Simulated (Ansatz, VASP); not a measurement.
# KBr: VASP beside Ansatz

INCAR

```
PREC     = Accurate       # precision mode
ENCUT    = 520            # plane-wave cutoff, eV
EDIFF    = 1E-6           # SCF threshold, eV
ISMEAR   = 0              # smearing method
SIGMA    = 0.05           # smearing width, eV
LREAL    = False          # projectors in reciprocal space
LASPH    = True           # aspherical terms in the spheres
NELM     = 80             # most SCF steps
ALGO     = Normal         # electronic algorithm
ISIF     = 2              # what is computed and relaxed
LWAVE    = False          # write WAVECAR
LCHARG   = True           # write CHGCAR
GGA      = PE             # functional
LELF     = True           # ELF
LVHAR    = True         
NBANDS   = 15             # bands
```

File KPOINTS:

```
regular mesh
0
Gamma
  6 6 6
```

File POSCAR:

```
KBr
1.0
    4.0943590659     -0.4381417451     -0.4381417451
   -0.4381417451      4.0943590659     -0.4381417451
   -0.4381417451     -0.4381417451      4.0943590659
K Br
1 1
Direct
    0.0000000000      0.0000000000      0.0000000000
    0.5000000000      0.5000000000      0.5000000000
```

Input for Ansatz:

```yaml
crystal:
  lattice:
    - [4.0943590659, -0.4381417451, -0.4381417451]
    - [-0.4381417451, 4.0943590659, -0.4381417451]
    - [-0.4381417451, -0.4381417451, 4.0943590659]
  atoms:
    - { symbol: K, position: [0.0, 0.0, 0.0] }
    - { symbol: Br, position: [0.5, 0.5, 0.5] }
basis:
  ecutwfc: 420
kpoints:
  mp_grid: { grid: [6, 6, 6] }
hamiltonian:
  xc: pbe
scf:
  occupations: { method: gaussian, width: 0.05 }
output:
  forces: true
  stress: true
  eigenvalues: true
```

Alike in both runs: task single point; functional PBE; k mesh 6 × 6 × 6; occupations gaussian, width 0.05 eV; no spin polarisation.

|  | VASP | Ansatz |
| --- | --- | --- |
| version | VASP 6.6.1 | Ansatz 0.2.0 |
| potentials or method | VASP PAW PBE potentials, release 64 (K_sv, Br) | scalar-relativistic, plane waves, PAW |
| plane-wave cutoff (eV) | 520 | 420 |
| valence electrons in the cell | 16 | 16 |

VASP gave:

| Quantity | Value |
| --- | --- |
| gap on the k mesh at the Fermi level (eV) | 3.85 |
| least direct gap on the mesh (eV) | 3.93 |
| pressure (GPa) | 5.1 |
| largest component of the traceless stress (GPa) | 5.60 |

Question: What did Ansatz give for the same quantities?

Answer: gap on the k mesh at the Fermi level (eV): 3.85; least direct gap on the mesh (eV): 3.93; pressure (GPa): 5.0; largest component of the traceless stress (GPa): 5.51.

A k mesh can miss the band edges. PBE gaps usually lie below the measured ones, often by a third to a half.
